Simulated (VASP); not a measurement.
# Si (P6_3/mmc) in VASP: notebook, part 2 of 2

VASP 6.6.1.

## Step 4: Relaxation of shape and atoms at fixed volume, LDA (a relaxed cell with its volume scaled by 0.98)

The input, INCAR:

```
ALGO = Normal
EDIFF = 1E-7
EDIFFG = -0.01
ENCUT = 600
IBRION = 2
ISIF = 4
ISMEAR = 0
LASPH = True
LCHARG = False
LREAL = False
LWAVE = False
NELM = 80
NSW = 40
PREC = Accurate
SIGMA = 0.03
```

The input, KPOINTS:

```
k-points
0
Gamma
  12 12 6
```

The input, POSCAR:

```
Si                                      
1.0
    2.6464866882      0.0000000000      0.0000000000
   -1.3232433441      2.2919247028      0.0000000000
    0.0000000000      0.0000000000      4.4526327734
  Si            
     2
Direct
     0.3333333300000021    0.6666666699999979    0.2500000000000000
     0.6666666699999979    0.3333333300000021    0.7500000000000000
```

Potentials or basis: VASP PAW LDA potentials, release 64 (Si).

Run with:

```bash
> cat potpaw_LDA.64/Si/POTCAR > POTCAR
> mpirun -np 1 vasp_std > vasp.out
```

OUTCAR:

```text
EDIFF = 1E-7
   EDIFFG = -0.01
   ENCUT = 600
   IBRION = 2
   ISIF = 4
   ISMEAR = 0
   LASPH = True
   LREAL = False
   NELM = 80
   NSW = 40
   PREC = Accurate

 ion  position               nearest neighbor table
   1  0.333  0.667  0.250-   2 2.70   2 2.70   2 2.70   2 2.70   2 2.70   2 2.70
   2  0.667  0.333  0.750-   1 2.70   1 2.70   1 2.70   1 2.70   1 2.70   1 2.70

  LATTYP: Found a hexagonal cell.
 ALAT       =     2.6464866882
 C/A-ratio  =     1.6824693633

  Lattice vectors:

 A1 = (   2.6464866882,   0.0000000000,   0.0000000000)
 A2 = (  -1.3232433441,   2.2919247028,   0.0000000000)
 A3 = (   0.0000000000,   0.0000000000,   4.4526327734)

Analysis of symmetry for initial positions (statically):
=====================================================================
 Subroutine PRICEL returns:
 Original cell was already a primitive cell.

 Routine SETGRP: Setting up the symmetry group for a
 hexagonal supercell.

 Subroutine GETGRP returns: Found 24 space group operations
 (whereof 12 operations were pure point group operations)
 out of a pool of 24 trial point group operations.

The static configuration has the point symmetry D_3d.
 The point group associated with its full space group is D_6h.

Analysis of symmetry for dynamics (positions and initial velocities):
=====================================================================
 Subroutine PRICEL returns:
 Original cell was already a primitive cell.

 Routine SETGRP: Setting up the symmetry group for a
 hexagonal supercell.

 Subroutine GETGRP returns: Found 24 space group operations
 (whereof 12 operations were pure point group operations)
 out of a pool of 24 trial point group operations.

The dynamic configuration has the point symmetry D_3d.
 The point group associated with its full space group is D_6h.

 Subroutine INISYM returns: Found 24 space group operations
 (whereof 12 operations are pure point group operations),
 and found     1 'primitive' translations
[... 120 lines left out ...]
   GGA     = CA    functional components
   LHFCALC =     F    Hartree Fock is set to
   AEXX    =    0.0000 exact exchange contribution
   IVDW    =     0    specifies the selected vdW correction
   LEPSILON=     F    determine dielectric tensor
   LRPA    =     F    only Hartree local field effects (RPA)
 conjugate gradient relaxation of ions
 non-spin polarized calculation
 Gauss-broadening in eV      SIGMA  =   0.03
  energy-cutoff  :      600.00
  volume of cell :       27.01
 maximum number of plane-waves:       916
 NGX is ok and might be reduce to    24
   NGX = 11   NGY = 11   NGZ = 17

 number of electron       8.0000000 magnetization

 Free energy of the ion-electron system (eV)
  ---------------------------------------------------
  ext. energy  EPLUGINS =         0.00000000
  ---------------------------------------------------
  free energy    TOTEN  =       -11.08581635 eV

  energy without entropy =      -11.08577538  energy(sigma->0) =      -11.08579587

 E-fermi :  11.0706     XC(G=0): -11.5451

 val. band max:       11.0702541993   @ k =   0.3333   0.3333   0.0000
 cond. band min:      11.1943375964   @ k =   0.2500   0.0000   0.1667
 fundamental gap:      0.1240833971
 Fermi energy:        11.0705607827

 k-point     1 :       0.0000    0.0000    0.0000
  band No.  band energies     occupation
      1      -3.9761      2.00000
      2       2.8439      2.00000
      3       3.5865      2.00000
      4      20.1596      0.00000
      5      20.1596      0.00000
      6      21.4365      0.00000
      7      21.4365      0.00000
      8      22.2467      0.00000
[... 243 lines left out ...]
 k-point    24 :       0.3333   -0.0000    0.1667
  band No.  band energies     occupation
      1      -0.7344      2.00000
      2       3.9860      2.00000
      3       8.0986      2.00000
      4       8.6881      2.00000
      5      12.7432      0.00000
      6      15.6598      0.00000
      7      17.0353      0.00000
      8      17.8350      0.00000

 [... further k-points ...]

------------------------ aborting loop because EDIFF is reached ----------------------------------------

  FORCE on cell =-STRESS in cart. coord.  units (eV):
  Direction    XX          YY          ZZ          XY          YZ          ZX
  --------------------------------------------------------------------------------------
  -------------------------------------------------------------------------------------
  Total        0.3694079      0.3694079      0.3664170      0.0000000      0.0000000     -0.0000000
  in kB       21.9144094     21.9144094     21.7369842      0.0000000      0.0000000     -0.0000000
  external PRESSURE =      21.8552677 kB  Pullay stress =       0.0000000 kB

 VOLUME and BASIS-vectors are now :
 -----------------------------------------------------------------------------
  energy-cutoff  :      600.00
  volume of cell :       27.01
      direct lattice vectors                 reciprocal lattice vectors
     2.646486688  0.000000000  0.000000000     0.377859448  0.218157254  0.000000000
    -1.323243344  2.291924703  0.000000000     0.000000000  0.436314508  0.000000000
     0.000000000  0.000000000  4.452632773     0.000000000  0.000000000  0.224586228

 POSITION                                       TOTAL-FORCE (eV/Angst)
 -----------------------------------------------------------------------------------
     -0.00000      1.52795      1.11316         0.000000      0.000000      0.000000
      1.32324      0.76397      3.33947        -0.000000     -0.000000      0.000000
 -----------------------------------------------------------------------------------
    total drift:                               -0.000000      0.000000     -0.000000

  FREE ENERGIE OF THE ION-ELECTRON SYSTEM (eV)
  ---------------------------------------------------
  free  energy   TOTEN  =       -11.0858163544 eV

  energy  without entropy=      -11.0857753770  energy(sigma->0) =      -11.08579587

 reached required accuracy - stopping structural energy minimisation
```

OSZICAR:

```text
N       E                     dE             d eps       ncg     rms          rms(c)
DAV:   1     0.583533025680E+01    0.58353E+01   -0.39582E+03  1216   0.949E+02
DAV:   2    -0.109277841760E+02   -0.16763E+02   -0.16357E+02  1816   0.858E+01
DAV:   3    -0.111359468323E+02   -0.20816E+00   -0.20796E+00  1672   0.111E+01
DAV:   4    -0.111365765336E+02   -0.62970E-03   -0.62857E-03  1848   0.611E-01
DAV:   5    -0.111365780006E+02   -0.14670E-05   -0.14659E-05  1680   0.128E-02    0.444E+00
DAV:   6    -0.111037039670E+02    0.32874E-01   -0.10403E-02  1512   0.620E-01    0.246E+00
DAV:   7    -0.110859696576E+02    0.17734E-01   -0.18180E-02  1472   0.817E-01    0.137E-01
DAV:   8    -0.110858172360E+02    0.15242E-03   -0.11661E-04  1824   0.986E-02    0.295E-02
DAV:   9    -0.110858167130E+02    0.52297E-06   -0.10697E-06  1600   0.916E-03    0.306E-03
DAV:  10    -0.110858163538E+02    0.35920E-06   -0.16846E-07  1656   0.278E-03    0.234E-03
DAV:  11    -0.110858163544E+02   -0.53217E-09   -0.32344E-09   896   0.551E-04
   1 F= -.11085816E+02 E0= -.11085796E+02  d E =-.110858E+02
```

CONTCAR:

```text
Si
   1.00000000000000
     2.6464866882000000    0.0000000000000000    0.0000000000000000
    -1.3232433441000000    2.2919247027999998    0.0000000000000000
     0.0000000000000000    0.0000000000000000    4.4526327734000004
  Si
     2
Direct
     0.3333333300000021    0.6666666699999979    0.2500000000000000
     0.6666666699999979    0.3333333300000021    0.7500000000000000

  0.00000000E+00  0.00000000E+00  0.00000000E+00
  0.00000000E+00  0.00000000E+00  0.00000000E+00
```

It took 9.8 s on 1 thread of Intel Xeon 6975P-C (Granite Rapids), shared host; peak memory 0.14 GiB.

Results:

```
Free energy             : -11.0858 eV
Pressure after relaxing : 2.2 GPa
Band gap on the k mesh  : none (metal or under the smearing width)
```

Final structure:
```
Si
1.0
     2.64649    0.00000    0.00000
    -1.32324    2.29192    0.00000
     0.00000    0.00000    4.45263
Si
2
Direct
  0.33333 0.66667 0.25000
  0.66667 0.33333 0.75000
```

Caveat: the relaxation stopped at its first step, so nothing moved.

## Step 5: The runs side by side

| cell | gap on the mesh (eV) | pressure (GPa) |
| --- | --- | --- |
| atoms relaxed at fixed volume from: a relaxed cell with its volume scaled by 0.94 | none | 7.3 |
| atoms relaxed at fixed volume from: a relaxed cell with its volume scaled by 0.96 | none | 4.6 |
| atoms relaxed at fixed volume from: a relaxed cell with its volume scaled by 0.98 | none | 2.2 |

Alike in all rows: task relaxation of shape and atoms at fixed volume; level LDA; potentials or basis VASP PAW LDA potentials, release 64 (Si); no spin polarisation; k mesh 12 × 12 × 6; cutoff (eV) 600; smearing gaussian 0.03 eV.

Caveats: the relaxation stopped at its first step, so nothing moved (some runs).

Absolute energies hang on the potentials; compare differences alone.
